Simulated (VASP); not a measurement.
Output of a VASP run:

### OSZICAR
```
       N       E                     dE             d eps       ncg     rms          rms(c)
DAV:   1     0.154392736865E+03    0.15439E+03   -0.13161E+04   520   0.139E+03
DAV:   2    -0.122025643273E+02   -0.16660E+03   -0.15846E+03   672   0.285E+02
DAV:   3    -0.188137221362E+02   -0.66112E+01   -0.66041E+01   672   0.659E+01
DAV:   4    -0.189310591393E+02   -0.11734E+00   -0.11733E+00   680   0.742E+00
DAV:   5    -0.189346172802E+02   -0.35581E-02   -0.35581E-02   712   0.907E-01    0.833E+00
DAV:   6    -0.170960938628E+02    0.18385E+01   -0.10425E+01   512   0.240E+01    0.403E+00
DAV:   7    -0.170855967439E+02    0.10497E-01   -0.35467E-01   648   0.543E+00    0.199E+00
DAV:   8    -0.171026408570E+02   -0.17044E-01   -0.59480E-02   584   0.293E+00    0.260E-01
DAV:   9    -0.171123098760E+02   -0.96690E-02   -0.12844E-02   704   0.819E-01    0.150E-01
DAV:  10    -0.171150897782E+02   -0.27799E-02   -0.38017E-03   536   0.433E-01    0.408E-02
DAV:  11    -0.171150734626E+02    0.16316E-04   -0.30369E-04   696   0.140E-01    0.133E-02
DAV:  12    -0.171150997429E+02   -0.26280E-04   -0.42399E-05   512   0.505E-02    0.290E-03
DAV:  13    -0.171151000368E+02   -0.29388E-06   -0.57794E-07   672   0.605E-03    0.140E-03
DAV:  14    -0.171151006278E+02   -0.59097E-06   -0.27000E-07   488   0.426E-03    0.612E-04
DAV:  15    -0.171151006369E+02   -0.91386E-08   -0.52243E-08   552   0.169E-03
   1 F= -.17484862E+02 E0= -.17484862E+02  d E =-.126887E-10
```

**OUTCAR**
```
------------------------ aborting loop because EDIFF is reached ----------------------------------------
 Edisp (eV)   -0.36976
  FORCE on cell =-STRESS in cart. coord.  units (eV):
  Direction    XX          YY          ZZ          XY          YZ          ZX
  --------------------------------------------------------------------------------------
  Total      -1.18780    -1.18780    -1.18780     0.00000     0.00000     0.00000
  in kB     -29.44502   -29.44502   -29.44502     0.00000     0.00000     0.00000
  external pressure =      -29.45 kB  Pullay stress =        0.00 kB
  volume of cell :       64.63
      direct lattice vectors                 reciprocal lattice vectors
     0.000000000  3.185202010  3.185202010    -0.156975915  0.156975915  0.156975915
     3.185202010  0.000000000  3.185202010     0.156975915 -0.156975915  0.156975915
     3.185202010  3.185202010  0.000000000     0.156975915  0.156975915 -0.156975915
 POSITION                                       TOTAL-FORCE (eV/Angst)
 -----------------------------------------------------------------------------------
      0.00000      0.00000      0.00000         0.000000     -0.000000     -0.000000
      1.59260      1.59260      1.59260         0.000000      0.000000      0.000000
      4.77780      4.77780      4.77780        -0.000000     -0.000000     -0.000000
 -----------------------------------------------------------------------------------
    total drift:                                0.000000      0.000000      0.000000
  FREE ENERGIE OF THE ION-ELECTRON SYSTEM (eV)
  ---------------------------------------------------
  free  energy   TOTEN  =       -17.4848621029 eV

  energy  without entropy=      -17.4848621029  energy(sigma->0) =      -17.48486210
```
(Selected blocks of OUTCAR.)

**POSCAR**
```
BaF2
1
    0.0000000000     3.1852020104     3.1852020104
    3.1852020104     0.0000000000     3.1852020104
    3.1852020104     3.1852020104     0.0000000000
Ba F
1 2
Direct
  0.0000000000   0.0000000000   0.0000000000
  0.2500000000   0.2500000000   0.2500000000
  0.7500000000   0.7500000000   0.7500000000
```

Write an INCAR and KPOINTS that could have produced this output.

This is not unique; one that fits is the input of the run itself, PBE GGA with D3 dispersion (Becke-Johnson damping), plane waves, VASP's PBE PAW potentials (set 64).

**KPOINTS**
```
Automatic
0
gamma
6 6 6
```

**INCAR**
```
# general
SYSTEM =BaF2
PREC   =Accurate
ENCUT  =520   # plane-wave cut-off (eV)
LREAL  =F
LASPH  =T

# electronic loop
EDIFF  =1E-7
NELM   =100   # most electronic steps
ALGO   =Normal   # blocked Davidson
LMAXMIX=4   # l cut-off of mixed one-centre charges

# smearing
ISMEAR =0
SIGMA  =0.05   # width (eV)

# functional
GGA    =PE   # PBE
IVDW   =12

# ions
ISIF   =2   # forces and stress, cell fixed

# output
LWAVE  =F
LCHARG =F
```

POTCAR, in this order: Ba_sv F (PBE.64 set). Program: vasp_std.

The compound is BaF2 in the fluorite structure. This cell is one point of a volume scan, at 1.06 of the reference volume.
